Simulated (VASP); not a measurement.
# Relaxed cell of SiNi: a test of cutoff and mesh, part 2 of 2

How far does the relaxed cell of SiNi depend on cutoff and k mesh? The starting structure is a computed structure from the Materials Project. The first relaxation on each setting starts from this cell expanded by 3 % in volume.

VASP 6.6.1.

Results so far: reference 11.30 Å³ an atom; a cutoff of 270 eV 11.19 Å³ an atom.

## 4. Relaxation with a 6×6×4 mesh

Level of this step: PBEsol, spin-polarised from an antiferromagnetic start; plane waves and PAW (Ni, Si) (VASP).

Against step 2 the input has a 6×6×4 mesh. This run starts from the cell of an earlier relaxation, which isn't shown; the restart sets up the plane waves anew.

Contents of INCAR:

```
SYSTEM = SiNi
PREC = Accurate
ENCUT = 450
EDIFF = 1E-06
NELM = 100
ISMEAR = 0
SIGMA = 0.05
LREAL = .FALSE.
ALGO = Normal
GGA = PS
NBANDS = 22
ISPIN = 2
MAGMOM = 1 -1 0 0
LASPH = .TRUE.
LMAXMIX = 4
LORBIT = 11
LWAVE = .FALSE.
LCHARG = .FALSE.
KPAR = 8
IBRION = 2
NSW = 50
ISIF = 3
EDIFFG = -0.006
```

Contents of POSCAR:

```
SiNi
1.0
    3.0838815054      0.0000000000      0.0000000000
    0.0000000000      3.1313456832      0.0000000000
    0.0000000000      0.0000000000      4.6918948236
Ni Si
2 2
Direct
    0.5000000000      0.5000000000      0.3429674933
    0.0000000000      0.0000000000      0.6570325067
    0.5000000000      0.5000000000      0.8424334299
    0.0000000000      0.0000000000      0.1575665701
```

Contents of KPOINTS:

```
Automatic mesh
0
Gamma
6 6 4
0 0 0
```

Potentials, in the order of the species: Ni and Si (PBE family, release 64).

On the command line:

```sh
mpirun -np 8 vasp_std
```

Output:

```text
[... set-up lines as in an earlier step ...]
 entering main loop
       N       E                     dE             d eps       ncg     rms          rms(c)
DAV:   1     0.132018465792E+03    0.13202E+03   -0.11250E+04  4224   0.135E+03
DAV:   2    -0.222871421770E+02   -0.15431E+03   -0.14554E+03  4314   0.273E+02
DAV:   3    -0.294946247420E+02   -0.72075E+01   -0.70329E+01  5032   0.703E+01
DAV:   4    -0.296512624082E+02   -0.15664E+00   -0.15646E+00  4802   0.953E+00
[...]
DAV:  14    -0.259777576667E+02    0.36870E-05   -0.43806E-06  5060   0.356E-02    0.116E-02
DAV:  15    -0.259777564844E+02    0.11823E-05   -0.17800E-06  2880   0.167E-02    0.335E-03
DAV:  16    -0.259777563833E+02    0.10111E-06   -0.96162E-07  2520   0.831E-03
   1 F= -.25977756E+02 E0= -.25977248E+02  d E =-.259778E+02  mag=     0.0000
[... from here on, the cycles between the ionic steps are left out ...]
   2 F= -.25977774E+02 E0= -.25977264E+02  d E =-.179535E-04  mag=     0.0000
   3 F= -.25977778E+02 E0= -.25977266E+02  d E =-.212456E-04  mag=     0.0000
   4 F= -.25977785E+02 E0= -.25977275E+02  d E =-.710843E-05  mag=     0.0000
   5 F= -.25977785E+02 E0= -.25977275E+02  d E =-.718532E-05  mag=    -0.0000
   6 F= -.25977785E+02 E0= -.25977275E+02  d E =-.711727E-05  mag=    -0.0000
   7 F= -.25977783E+02 E0= -.25977272E+02  d E =0.173949E-05  mag=    -0.0000
   8 F= -.25977785E+02 E0= -.25977275E+02  d E =-.615886E-06  mag=    -0.0000
   9 F= -.25977785E+02 E0= -.25977276E+02  d E =-.468095E-06  mag=    -0.0000
[...]
reached required accuracy - stopping structural energy minimisation
```

The job ended after 36 s (8 MPI ranks of Intel Xeon 6975P-C (Granite Rapids), shared host; peak memory 1.7 GiB).

OUTCAR, selected parts (step 4):

```text
  Total        0.0182196      0.0050863      0.0153818      0.0000000      0.0000000      0.0000000
  in kB        0.6444423      0.1799060      0.5440651      0.0000000      0.0000000      0.0000000
  external PRESSURE =       0.4561378 kB  Pullay stress =       0.0000000 kB

 POSITION                                       TOTAL-FORCE (eV/Angst)
 -----------------------------------------------------------------------------------
      1.54307      1.56447      1.60891         0.000000      0.000000      0.001541
      0.00000      0.00000      3.08197         0.000000      0.000000     -0.001541
      1.54307      1.56447      3.95219         0.000000      0.000000     -0.002212
      0.00000      0.00000      0.73869         0.000000      0.000000      0.002212
 -----------------------------------------------------------------------------------
    total drift:                                0.000000     -0.000000     -0.000000

  FREE ENERGIE OF THE ION-ELECTRON SYSTEM (eV)
  ---------------------------------------------------
  free  energy   TOTEN  =       -25.9777852143 eV

  energy  without entropy=      -25.9767658338  energy(sigma->0) =      -25.97727552

 magnetization (x)
# of ion       s       p       d       tot
------------------------------------------
    1       -0.000  -0.000   0.000  -0.000
    2        0.000   0.000  -0.000   0.000
    3        0.000   0.000   0.000   0.000
    4       -0.000  -0.000   0.000  -0.000
--------------------------------------------------
tot          0.000   0.000   0.000   0.000

[... 1 part as in an earlier step ...]

[... 3 further parts left out ...]
[key lines of the parts left out:]
E-fermi :  11.4914
```

Logs of long relaxations may skip ionic steps without a mark.

With a 6×6×4 mesh the cell ends at 11.324 Å³ an atom, +0.21 % from the reference, a by +4.9 %, b by -4.7 % and c by +0.2 %; the bulk modulus is 189.1 GPa against 189.7 GPa.

## 5. Relaxation with a cutoff of 600 eV

Against step 2 the input has ENCUT = 600. This run starts from the cell of an earlier relaxation, which isn't shown; the restart sets up the plane waves anew.

Changes to INCAR since step 4:

```diff
@@ -2,3 +2,3 @@
 PREC = Accurate
-ENCUT = 450
+ENCUT = 600
 EDIFF = 1E-06
```

Contents of POSCAR:

```
SiNi
1.0
    2.9411442722      0.0000000000      0.0000000000
    0.0000000000      3.2842955055      0.0000000000
    0.0000000000      0.0000000000      4.6796888239
Ni Si
2 2
Direct
    0.5000000000      0.5000000000      0.3430089868
    0.0000000000      0.0000000000      0.6569910132
    0.5000000000      0.5000000000      0.8419843873
    0.0000000000      0.0000000000      0.1580156127
```

Contents of KPOINTS:

```
Automatic mesh
0
Gamma
12 10 8
0 0 0
```

On the command line:

```sh
mpirun -np 8 vasp_std
```

Output:

```text
[... set-up lines as in an earlier step ...]
 entering main loop
       N       E                     dE             d eps       ncg     rms          rms(c)
DAV:   1     0.150201935294E+03    0.15020E+03   -0.13587E+04 18504   0.168E+03
DAV:   2    -0.207456593737E+02   -0.17095E+03   -0.16148E+03 18672   0.304E+02
DAV:   3    -0.294189617307E+02   -0.86733E+01   -0.84348E+01 22156   0.808E+01
DAV:   4    -0.296141581852E+02   -0.19520E+00   -0.19489E+00 21164   0.108E+01
[...]
DAV:  14    -0.259645153350E+02    0.23958E-05   -0.23151E-06 15892   0.242E-02    0.127E-02
DAV:  15    -0.259645139262E+02    0.14089E-05   -0.21484E-06 15102   0.168E-02    0.317E-03
DAV:  16    -0.259645138430E+02    0.83151E-07   -0.88242E-07 11344   0.808E-03
   1 F= -.25964514E+02 E0= -.25964052E+02  d E =-.259645E+02  mag=    -0.0000
[...]
reached required accuracy - stopping structural energy minimisation
```

Wall time 29 s (8 MPI ranks); peak memory 3.8 GiB; 3.7 min of CPU time.

Parts of OUTCAR (step 5):

```text
  Total        0.0074346      0.0122294      0.0046293      0.0000000      0.0000000      0.0000000
  in kB        0.2635089      0.4334526      0.1640779      0.0000000      0.0000000      0.0000000
  external PRESSURE =       0.2870131 kB  Pullay stress =       0.0000000 kB

 POSITION                                       TOTAL-FORCE (eV/Angst)
 -----------------------------------------------------------------------------------
      1.47057      1.64215      1.60518         0.000000      0.000000     -0.002858
      0.00000      0.00000      3.07451         0.000000      0.000000      0.002858
      1.47057      1.64215      3.94022         0.000000      0.000000     -0.002652
      0.00000      0.00000      0.73946         0.000000      0.000000      0.002652
 -----------------------------------------------------------------------------------
    total drift:                                0.000000      0.000000     -0.000000

  FREE ENERGIE OF THE ION-ELECTRON SYSTEM (eV)
  ---------------------------------------------------
  free  energy   TOTEN  =       -25.9645138430 eV

  energy  without entropy=      -25.9635908420  energy(sigma->0) =      -25.96405234

[... 3 parts as in an earlier step ...]

[... 2 further parts left out ...]
[key lines of the parts left out:]
E-fermi :  11.5760
```

With a cutoff of 600 eV the cell ends at 11.301 Å³ an atom, +0.00 % from the reference; the bulk modulus is 189.6 GPa against 189.7 GPa.

## 6. Relaxation with a 16×14×10 mesh

Against step 2 the input has a 16×14×10 mesh. This run starts from the cell of an earlier relaxation, which isn't shown; the restart sets up the plane waves anew.

Changes to INCAR since step 5:

```diff
@@ -2,3 +2,3 @@
 PREC = Accurate
-ENCUT = 600
+ENCUT = 450
 EDIFF = 1E-06
```

Contents of POSCAR:

```
SiNi
1.0
    2.9474880658      0.0000000000      0.0000000000
    0.0000000000      3.2753541991      0.0000000000
    0.0000000000      0.0000000000      4.6823606059
Ni Si
2 2
Direct
    0.5000000000      0.5000000000      0.3430307896
    0.0000000000      0.0000000000      0.6569692104
    0.5000000000      0.5000000000      0.8420540309
    0.0000000000      0.0000000000      0.1579459691
```

Contents of KPOINTS:

```
Automatic mesh
0
Gamma
16 14 10
0 0 0
```

On the command line:

```sh
mpirun -np 8 vasp_std
```

Output:

```text
[... set-up lines as in an earlier step ...]
 entering main loop
       N       E                     dE             d eps       ncg     rms          rms(c)
DAV:   1     0.131318661366E+03    0.13132E+03   -0.11199E+04 38080   0.135E+03
DAV:   2    -0.222931911491E+02   -0.15361E+03   -0.14480E+03 38568   0.271E+02
DAV:   3    -0.294594060763E+02   -0.71662E+01   -0.69973E+01 45920   0.700E+01
DAV:   4    -0.296165071533E+02   -0.15710E+00   -0.15690E+00 43388   0.955E+00
[...]
DAV:  14    -0.259626190379E+02    0.24611E-05   -0.26653E-06 36226   0.254E-02    0.122E-02
DAV:  15    -0.259626177512E+02    0.12867E-05   -0.19967E-06 29018   0.161E-02    0.316E-03
DAV:  16    -0.259626176689E+02    0.82262E-07   -0.83431E-07 22554   0.828E-03
   1 F= -.25962618E+02 E0= -.25961864E+02  d E =-.259626E+02  mag=    -0.0000
[...]
reached required accuracy - stopping structural energy minimisation
```

Run time: 44 s. Hardware: 8 MPI ranks; peak memory 4.4 GiB; 5.7 min of CPU time.

From OUTCAR (step 6):

```text
  Total        0.0148375     -0.0168908      0.0058238      0.0000000      0.0000000      0.0000000
  in kB        0.5258900     -0.5986667      0.2064149      0.0000000      0.0000000      0.0000000
  external PRESSURE =       0.0445461 kB  Pullay stress =       0.0000000 kB

 POSITION                                       TOTAL-FORCE (eV/Angst)
 -----------------------------------------------------------------------------------
      1.47374      1.63768      1.60619         0.000000      0.000000     -0.000891
      0.00000      0.00000      3.07617         0.000000      0.000000      0.000891
      1.47374      1.63768      3.94280         0.000000      0.000000      0.002897
      0.00000      0.00000      0.73956         0.000000      0.000000     -0.002897
 -----------------------------------------------------------------------------------
    total drift:                               -0.000000      0.000000     -0.000000

  FREE ENERGIE OF THE ION-ELECTRON SYSTEM (eV)
  ---------------------------------------------------
  free  energy   TOTEN  =       -25.9626176689 eV

  energy  without entropy=      -25.9611104082  energy(sigma->0) =      -25.96186404

[... 2 parts as in an earlier step ...]

[... 3 further parts left out ...]
[key lines of the parts left out:]
E-fermi :  11.6101
```

With a 16×14×10 mesh the cell ends at 11.301 Å³ an atom, +0.00 % from the reference; the bulk modulus is 178.0 GPa against 189.7 GPa.

## 7. Comparison

```csv
run,volume (Å³/atom),change (%),bulk modulus (GPa),pressure left (GPa),core minutes
reference,11.301,-,189.7,0.0,21.7
a cutoff of 270 eV,11.191,-0.97,195.0,-0.01,13.5
a 6×6×4 mesh,11.324,0.21,189.1,0.05,27.6
a cutoff of 600 eV,11.301,0.0,189.6,0.03,31.5
a 16×14×10 mesh,11.301,0.0,178.0,0.0,38.7
```

Core minutes are wall time times ranks, summed over the relaxations behind a row (those for a bulk modulus apart), on shared hosts.

## 8. What came out

| Item | Value |
| --- | --- |
| volume of the reference | 11.30 Å³/atom |
| volume against the reference, a cutoff of 270 eV | -0.97 % |
| volume against the reference, a 6×6×4 mesh | +0.21 % |
| volume against the reference, a cutoff of 600 eV | +0.00 % |
| volume against the reference, a 16×14×10 mesh | +0.00 % |

The volume moves most with a cutoff of 270 eV: -0.97 % against the reference (450 eV, 12×10×8 mesh). On finer settings it changes by +0.00 % with a cutoff of 600 eV and +0.00 % with a 16×14×10 mesh. The axes move most with a 6×6×4 mesh: a by +4.9 %, b by -4.7 % and c by +0.2 %, which partly cancels in the volume. The relaxations stop with up to 0.05 GPa left, which at the bulk modulus found here is 0.02 % of the volume, and more along a soft axis. A cell that shrinks at the lower cutoff is the usual mark of Pulay stress, the error that a plane-wave basis makes when it is kept while the volume changes. The bulk modulus is more sensitive: it changes by -6.2 % with a 16×14×10 mesh. Further runs on this material are not shown.

[Lines on the potential files, build, host, timing and source positions are cut from VASP's logs without a mark.]

[Logs are printed without paths, hosts, clocks, repeated set-up lines and the standing remarks that a program may print on its own settings, such as how far it seeks lower states.]

[Hosts, paths, dates, database ids (printed as entryN), source tags and the programs' standing remarks are cut or masked in the printed files.]
